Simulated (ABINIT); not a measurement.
# Nb (Im-3m) in ABINIT: a series of runs

One crystal, Nb, is run at these levels: r2SCAN; tasks: single point.

Everything below comes from runs of ABINIT 10.8.3 (patched build). Logs are shortened: lines on timing, memory, paths and dates and some standing lists are left out, and cuts for length are marked. The log counts tension as positive stress, the text compression.

### 1 The crystal as given

Symmetry: Im-3m, No. 229, cubic system. The conventional cell has a = 3.328 Å, b = 3.328 Å, c = 3.328 Å, α = 90.00°, β = 90.00°, γ = 90.00°. Nb (site symmetry m-3m) has 8 Nb at 2.88 Å as nearest neighbours.

### 2 Single point, r2SCAN

Contents of run.abi:

```
pp_dirpath "./"
pseudos "Nb.GGA_PBE-ansatz.xml"

acell 5.4462775076 5.4462775076 5.4462775076
rprim
    -0.5773502692     0.5773502692     0.5773502692
     0.5773502692    -0.5773502692     0.5773502692
     0.5773502692     0.5773502692    -0.5773502692
ntypat 1
znucl 41
natom 1
typat 1
xred
     0.0000000000     0.0000000000     0.0000000000

ecut 18.0
pawecutdg 36.0

kptopt 1
ngkpt 11 11 11
nshiftk 1
shiftk 0.0 0.0 0.0

ixc -497498
usekden 1
pawxcdev 0

nband 11
occopt 3
tsmear 0.05 eV

nstep 100
tolvrs 1.0e-7

iomode 3
prtwf 0
prtden 0
prteig 0
prtebands 0
```

Potentials or basis: Ansatz PAW PBE default generated set, frozen core.

Started as:

```console
$ mpirun --bind-to none -np 4 abinit run.abi > log 2>&1
```

run.abo:

```text
[... set-up lines left out ...]
 ETOT  1  -43.749453197038    -4.375E+01 7.810E-01 4.689E+00
 ETOT  2  -43.656852821941     9.260E-02 1.620E-02 5.631E-01
 ETOT  3  -43.658212109439    -1.359E-03 1.322E-02 1.222E-01
 ETOT  4  -43.658661619035    -4.495E-04 1.192E-03 8.447E-04
 ETOT  5  -43.658665144669    -3.526E-06 5.043E-04 7.158E-05
 ETOT  6  -43.658665684180    -5.395E-07 2.462E-04 1.018E-06
 ETOT  7  -43.658665685588    -1.408E-09 2.942E-04 6.675E-08

 At SCF step    7       nres2   =  6.67E-08 < tolvrs=  1.00E-07 =>converged.

Result for kinetic energy density :

--------------------------------------------------------------------------------
 Total kinetic energy density [Ha/Bohr^3]
)     Maximum=    2.1788E+00  at reduced coord.    0.0000    0.0000    0.0000
)     Minimum=    8.4280E-03  at reduced coord.    0.7333    0.5000    0.2333
   Integrated=    1.4456E+01
--------------------------------------------------------------------------------

 Cartesian components of stress tensor (hartree/bohr^3)
  sigma(1 1)=  1.12363433E-04  sigma(3 2)=  0.00000000E+00
  sigma(2 2)=  1.12363433E-04  sigma(3 1)=  0.00000000E+00
  sigma(3 3)=  1.12363433E-04  sigma(2 1)=  0.00000000E+00

--- !ResultsGS
iteration_state: {dtset: 1, }
comment   : Summary of ground state results
lattice_vectors:
- [ -3.1444098,   3.1444098,   3.1444098, ]
- [  3.1444098,  -3.1444098,   3.1444098, ]
- [  3.1444098,   3.1444098,  -3.1444098, ]
lattice_lengths: [   5.44628,    5.44628,    5.44628, ]
lattice_angles: [109.471, 109.471, 109.471, ] # degrees, (23, 13, 12)
lattice_volume:   1.2435905E+02
convergence: {deltae: -1.408E-09, res2:  6.675E-08, residm:  2.942E-04, diffor: null, }
etotal    :  -4.36586657E+01
entropy   :   0.00000000E+00
fermie    :   3.85987839E-01
cartesian_stress_tensor: # hartree/bohr^3
- [  1.12363433E-04,   0.00000000E+00,   0.00000000E+00, ]
- [  0.00000000E+00,   1.12363433E-04,   0.00000000E+00, ]
- [  0.00000000E+00,   0.00000000E+00,   1.12363433E-04, ]
pressure_GPa:  -3.3058E+00
xred      :
- [  0.0000E+00,   0.0000E+00,   0.0000E+00, Nb]
cartesian_forces: # hartree/bohr
- [ -0.00000000E+00,  -0.00000000E+00,  -0.00000000E+00, ]
force_length_stats: {min:   0.00000000E+00, max:   0.00000000E+00, mean:   0.00000000E+00, }
...

 Integrated electronic density in atomic spheres:
 ------------------------------------------------
 Atom  Sphere_radius  Integrated_density
    1        2.63806         11.39899072

================================================================================

 ----iterations are completed or convergence reached----

 Mean square residual over all n,k,spin=   67.456E-08; max=  29.420E-05
 reduced coordinates (array xred) for    1 atoms
       0.000000000000      0.000000000000      0.000000000000
 rms dE/dt=  0.0000E+00; max dE/dt=  0.0000E+00; dE/dt below (all hartree)
    1       0.000000000000      0.000000000000      0.000000000000

 cartesian coordinates (angstrom) at end:
    1      0.00000000000000     0.00000000000000     0.00000000000000

 cartesian forces (hartree/bohr) at end:
    1     -0.00000000000000    -0.00000000000000    -0.00000000000000
 frms,max,avg= 0.0000000E+00 0.0000000E+00   0.000E+00  0.000E+00  0.000E+00 h/b

 cartesian forces (eV/Angstrom) at end:
    1     -0.00000000000000    -0.00000000000000    -0.00000000000000
 frms,max,avg= 0.0000000E+00 0.0000000E+00   0.000E+00  0.000E+00  0.000E+00 e/A
 length scales=  5.446277507600  5.446277507600  5.446277507600 bohr
              =  2.882045939320  2.882045939320  2.882045939320 angstroms
 Fermi (or HOMO) energy (hartree) =   0.38599   Average Vxc (hartree)=  -0.49220
 Eigenvalues (hartree) for nkpt=  56  k points:
 kpt#   1, nband= 11, wtk=  0.00075, kpt=  0.0000  0.0000  0.0000 (reduced coord)
  -1.67828   -0.74421   -0.74421   -0.74421    0.15796    0.40329    0.40329    0.40329
   0.51524    0.51524    0.92697
      occupation numbers for kpt#   1
   2.00000    2.00000    2.00000    2.00000    2.00000    0.00016    0.00016    0.00016
   0.00000    0.00000    0.00000
 prteigrs : prtvol=0 or 1, do not print more k-points.

--- !EnergyTerms
iteration_state     : {dtset: 1, }
comment             : Components of total free energy in Hartree
kinetic             :  1.44561670225536E+01
hartree             :  8.02356258252815E+00
xc                  : -6.22692739340374E+00
Ewald energy        : -4.88987198703749E+01
psp_core            :  3.21638074668732E+00
local_psp           : -2.90976242177991E+01
PAW spherical_terms :  1.48689092075188E+01
internal            : -4.36582519222898E+01
'-kT*entropy'       : -4.68969487156165E-04
total_energy        : -4.36587208917769E+01
total_energy_eV     : -1.18801431719162E+03
...

--- !EnergyTermsDC
iteration_state     : {dtset: 1, }
comment             : '"Double-counting" decomposition of free energy'
band_energy         : -6.33114295424768E+00
Ewald energy        : -4.88987198703749E+01
psp_core            :  3.21638074668732E+00
xc_dc               : -6.10938973485673E+00
PAW spherical_terms :  1.44646750966907E+01
internal            : -4.36581967161012E+01
'-kT*entropy'       : -4.68969487156165E-04
total_energy_dc     : -4.36586656855884E+01
total_energy_dc_eV  : -1.18801281495470E+03
...

--- !EnergyTermsWithPAWCore
iteration_state     : {dtset: 1, }
comment             : 'Components of total free energy, including PAW core contributions'
Total energy        : -3.74601871608789E+03
Total energy DC     : -3.74601866088170E+03
Total energy (eV)   : -1.01934362168141E+05
Total energy DC (eV): -1.01934360665905E+05
...

 Cartesian components of stress tensor (hartree/bohr^3)
  sigma(1 1)=  1.12363433E-04  sigma(3 2)=  0.00000000E+00
  sigma(2 2)=  1.12363433E-04  sigma(3 1)=  0.00000000E+00
  sigma(3 3)=  1.12363433E-04  sigma(2 1)=  0.00000000E+00

-Cartesian components of stress tensor (GPa)         [Pressure= -3.3058E+00 GPa]
- sigma(1 1)=  3.30584633E+00  sigma(3 2)=  0.00000000E+00
- sigma(2 2)=  3.30584633E+00  sigma(3 1)=  0.00000000E+00
- sigma(3 3)=  3.30584633E+00  sigma(2 1)=  0.00000000E+00

== END DATASET(S) ==============================================================
================================================================================

 -outvars: echo values of variables after computation  --------
            acell      5.4462775076E+00  5.4462775076E+00  5.4462775076E+00 Bohr
           etotal     -4.3658665686E+01
            fcart     -0.0000000000E+00 -0.0000000000E+00 -0.0000000000E+00
            rprim     -5.7735026920E-01  5.7735026920E-01  5.7735026920E-01
                       5.7735026920E-01 -5.7735026920E-01  5.7735026920E-01
                       5.7735026920E-01  5.7735026920E-01 -5.7735026920E-01
           strten      1.1236343301E-04  1.1236343301E-04  1.1236343301E-04
                       0.0000000000E+00  0.0000000000E+00  0.0000000000E+00
 Calculation completed.
```

Wall time 15 s (4 MPI ranks of AMD EPYC 9R45 (Zen 5), shared host); peak memory 0.84 GiB.

Results:

```yaml
Free_energy: -1188.0128 eV
Pressure: -3.3 GPa
Band_gap_on_the_k_mesh: none (metal or under the smearing width)
Valence_electrons_inside_the_program's_atomic_spheres: Nb 11.40 (radii [1.396] Å)
```

Levels at points of the mesh, in eV from the Fermi level:
| k point | band 2 | band 3 | band 4 | band 5 | band 6 | band 7 | band 8 | band 9 | band 10 | band 11 |
| --- | --- | --- | --- | --- | --- | --- | --- | --- | --- | --- |
| (0.00, 0.00, 0.00) | -30.75 | -30.75 | -30.75 | -6.20 | 0.47 | 0.47 | 0.47 | 3.52 | 3.52 | 14.72 |

Caveat: totals of a meta-GGA on PAW files have another zero than those of a GGA; the PAW data sets were made with another functional, which shifts forces and pressure a little.

### 3 Single point, r2SCAN

Changes to run.abi since step 2:

```diff
@@ -1,3 +1,3 @@
 pp_dirpath "./"
-pseudos "Nb.GGA_PBE-ansatz.xml"
+pseudos "Nb.GGA_PBE-JTH.xml"
 
@@ -15,4 +15,4 @@
 
-ecut 18.0
-pawecutdg 36.0
+ecut 19.0
+pawecutdg 38.0
```

Potentials or basis: JTH PAW PBE v2.0.

Started as:

```console
$ mpirun --bind-to none -np 4 abinit run.abi > log 2>&1
```

Wall time 6.9 s (4 MPI ranks of AMD EPYC 9R45 (Zen 5), shared host); peak memory 0.4 GiB.

It converged, with:

```yaml
Free_energy: -1188.8654 eV
Pressure: -3.6 GPa
Band_gap_on_the_k_mesh: none (metal or under the smearing width)
Valence_electrons_inside_the_program's_atomic_spheres: Nb 10.13 (radii [1.1753] Å)
```

Levels at points of the mesh, in eV from the Fermi level:
```csv
k point,band 3,band 4,band 5,band 6,band 7,band 8,band 9,band 10
"(0.00, 0.00, 0.00)",-30.78,-30.78,-6.22,0.47,0.47,0.47,3.51,3.51
```

Caveat: totals of a meta-GGA on PAW files have another zero than those of a GGA; the PAW data sets were made with another functional, which shifts forces and pressure a little.
